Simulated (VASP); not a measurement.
A run of VASP 6.6.1 is set up as follows.

File INCAR:

```
  ALGO = Normal
  EDIFF = 1E-6
  ENCUT = 900
  GGA = PS
  ISIF = 2
  ISMEAR = 0
  LASPH = True
  LCHARG = False
  LREAL = False
  LWAVE = False
  NBANDS = 66
  NELM = 60
  PREC = Accurate
  SIGMA = 0.1
```

The input KPOINTS:

```
k-points
0
Gamma
  8 8 8
```

The input POSCAR:

```
W
1.0
    5.0363100000      0.0000000000      0.0000000000
    0.0000000000      5.0363100000      0.0000000000
    0.0000000000      0.0000000000      5.0363100000
W
8
Direct
    0.2500000000      1.0000000000      0.5000000000
    0.7500000000      0.0000000000      0.5000000000
    1.0000000000      0.5000000000      0.2500000000
    1.0000000000      0.5000000000      0.7500000000
    0.5000000000      0.7500000000      0.0000000000
    0.5000000000      0.2500000000      1.0000000000
    1.0000000000      1.0000000000      0.0000000000
    0.5000000000      0.5000000000      0.5000000000
```

Potentials or basis: VASP PAW PBE potentials, release 64 (W_sv).

Command:

```bash
$ cat potpaw_PBE.64/W_sv/POTCAR > POTCAR
$ mpirun -np 1 vasp_std > vasp.out
```

Task: What does it give for the pressure?

Result: 0.0 GPa.

Task: Predict the band gap on the k mesh.

Result: None (metal or under the smearing width).

Caveat: the PAW data sets were made with another functional, which shifts forces and pressure a little. The run has no spin-orbit coupling, so splittings on W are missing.
